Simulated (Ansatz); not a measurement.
# I: single points about a listed cell

Aim: see how energy, forces, stress and gap of I answer to random distortions, further strains and shifts, swapped elements, distortions that keep the symmetry. Nothing is relaxed unless a step says so.

Method: DFT PBEsol, scalar-relativistic, plane waves, PAW, in Ansatz 0.2.0.

## Step 1: The starting structure

Symmetry: C2/m, No. 12, monoclinic system. The conventional cell has a = 5.077 Å, b = 7.413 Å, c = 2.880 Å, α = 90.00°, β = 124.24°, γ = 90.00°. I (site symmetry 2/m) is surrounded by 2 I at 2.88 Å.

As a file:

```xyz
1
Lattice="2.5383 -3.7066 0.0000 2.5383 3.7066 0.0000 -1.6209 0.0000 2.3811" Properties=species:S:1:pos:R:3 pbc="T T T"
I     1.7279    0.0000    1.1905
```

The structure comes from the Materials Project (structure only).

## Step 2: A change within the space group

What differs from the listed cell: strain xx, yy, zz, yz, xz, xy = -6.2, +4.0, -3.9, +0.0, +1.2, +0.0 %.

The input, input.yaml:

```yaml
crystal:
  lattice:
    - [2.3815021441, -3.8532960852, 0.0306378432]
    - [2.3815021441, 3.8532960852, 0.0306378432]
    - [-1.4919811304, 0.0, 2.2685043466]
  atoms:
    - { symbol: I, position: [0.5, 0.5, 0.5] }
basis:
  ecutwfc: 420
kpoints:
  mp_grid: { grid: [12, 12, 18] }
hamiltonian:
  xc: pbesol
scf:
  occupations: { method: gaussian, width: 0.1 }
output:
  forces: true
  stress: true
  eigenvalues: true
  populations: true
```

## Step 3: A distortion that keeps the symmetry

The input, input.yaml:

```yaml
crystal:
  lattice:
    - [2.5625624056, -4.0830697651, 0.0710737042]
    - [2.5625624056, 4.0830697651, 0.0710737042]
    - [-1.5696672446, 0.0, 2.3680486094]
  atoms:
    - { symbol: I, position: [0.5, 0.5, 0.5] }
basis:
  ecutwfc: 420
kpoints:
  mp_grid: { grid: [12, 12, 18] }
hamiltonian:
  xc: pbesol
scf:
  occupations: { method: gaussian, width: 0.1 }
output:
  forces: true
  stress: true
  eigenvalues: true
```

## Step 4: A distortion that keeps the symmetry

The input, input.yaml:

```yaml
crystal:
  lattice:
    - [2.5914487896, -3.5897921185, -0.0602857313]
    - [2.5914487896, 3.5897921185, -0.0602857313]
    - [-1.7113346113, 0.0, 2.308515362]
  atoms:
    - { symbol: I, position: [0.5, 0.5, 0.5] }
basis:
  ecutwfc: 420
kpoints:
  mp_grid: { grid: [12, 12, 18] }
hamiltonian:
  xc: pbesol
scf:
  occupations: { method: gaussian, width: 0.1 }
output:
  forces: true
  stress: true
  eigenvalues: true
  populations: true
```

## Step 5: One element swapped, cell strained: I → Cl, first probe

The input, input.yaml:

```yaml
crystal:
  lattice:
    - [2.0573501362, -3.0494735082, 0.0071026955]
    - [2.0573501362, 3.0494735082, 0.0071026955]
    - [-1.3070692872, 0.0, 1.9234425052]
  atoms:
    - { symbol: Cl, position: [0.5, 0.5, 0.5] }
basis:
  ecutwfc: 420
kpoints:
  mp_grid: { grid: [6, 6, 10] }
hamiltonian:
  xc: pbesol
scf:
  occupations: { method: gaussian, width: 0.1 }
output:
  forces: true
  stress: true
  eigenvalues: true
```

## Step 6: One element swapped, cell strained: I → Cl

Edit input.yaml of step 5 so:

```diff
@@ -10,3 +10,3 @@
 kpoints:
-  mp_grid: { grid: [6, 6, 10] }
+  mp_grid: { grid: [14, 14, 22] }
 hamiltonian:
@@ -19 +19,2 @@
   eigenvalues: true
+  populations: true
```

## Step 7: A change within the space group

The input, input.yaml:

```yaml
crystal:
  lattice:
    - [2.5009821176, -3.5560988978, -0.0190122159]
    - [2.5009821176, 3.5560988978, -0.0190122159]
    - [-1.6148499819, 0.0, 2.3777848246]
  atoms:
    - { symbol: I, position: [0.5, 0.5, 0.5] }
basis:
  ecutwfc: 420
kpoints:
  mp_grid: { grid: [12, 12, 18] }
hamiltonian:
  xc: pbesol
scf:
  occupations: { method: gaussian, width: 0.1 }
output:
  forces: true
  stress: true
  eigenvalues: true
```

## Step 8: Substitution of an element, cell strained: I → Cl, first probe

The input, input.yaml:

```yaml
crystal:
  lattice:
    - [2.2925282754, -3.103263196, 0.0425735141]
    - [2.2925282754, 3.103263196, 0.0425735141]
    - [-1.4239701244, 0.0, 2.0402486963]
  atoms:
    - { symbol: Cl, position: [0.5, 0.5, 0.5] }
basis:
  ecutwfc: 420
kpoints:
  mp_grid: { grid: [6, 6, 8] }
hamiltonian:
  xc: pbesol
scf:
  occupations: { method: gaussian, width: 0.1 }
output:
  forces: true
  stress: true
  eigenvalues: true
```

## Step 9: One element swapped, cell strained: I → Cl

Edit input.yaml of step 8 so:

```diff
@@ -10,3 +10,3 @@
 kpoints:
-  mp_grid: { grid: [6, 6, 8] }
+  mp_grid: { grid: [14, 14, 20] }
 hamiltonian:
@@ -19 +19,2 @@
   eigenvalues: true
+  populations: true
```

## Step 10: Random moves and strain, cell strained

The input, input.yaml:

```yaml
crystal:
  lattice:
    - [2.6936378552, -3.7429280805, 0.0399366717]
    - [2.642931226, 3.7082034993, 0.112364123]
    - [-1.632414486, 0.0343501094, 2.4079999738]
  atoms:
    - { symbol: I, position: [0.5, 0.5, 0.5] }
basis:
  ecutwfc: 420
kpoints:
  mp_grid: { grid: [10, 10, 14] }
hamiltonian:
  xc: pbesol
scf:
  occupations: { method: gaussian, width: 0.1 }
output:
  forces: true
  stress: true
  eigenvalues: true
  populations: true
```

What does the calculation give? Wanted: for each run, case; energy; pressure; largest force.

The runs gave:

| step | case | energy (meV/atom) | pressure (GPa) | largest force (eV/Å) | gap on the mesh (eV) |
| --- | --- | --- | --- | --- | --- |
| 2 | a change within the space group | +0.0 | 5.6 | 0.00 | 0.00 |
| 3 | a distortion that keeps the symmetry | -97.2 | 0.9 | 0.00 | 0.00 |
| 4 | a distortion that keeps the symmetry | -147.4 | 0.4 | 0.00 | 0.00 |
| 6 | one element swapped, cell strained: I → Cl | n/a | -2.0 | 0.00 | 0.00 |
| 7 | a change within the space group | -145.4 | 0.4 | 0.00 | 0.00 |
| 9 | one element swapped, cell strained: I → Cl | n/a | -5.1 | 0.00 | 0.00 |
| 10 | random moves and strain, cell strained | -92.7* | -0.2 | 0.00 | 0.00 |

Energies are counted from step 2, with the smearing taken to zero; a star marks another k mesh, which can shift energies by itself, so starred rows don't rank against the others. Other atoms or functionals have another zero of energy (n/a). A gap of 0.00 means none on the mesh at this level.

In words: With one atom in the cell, moving it shifts the whole crystal, so no force arises from that. The distorted cells of the listed formula and level show no gap on the mesh. Spin-orbit coupling is left out for I. The final runs have no spin polarisation, so no magnetic state was tried and one may lie lower.
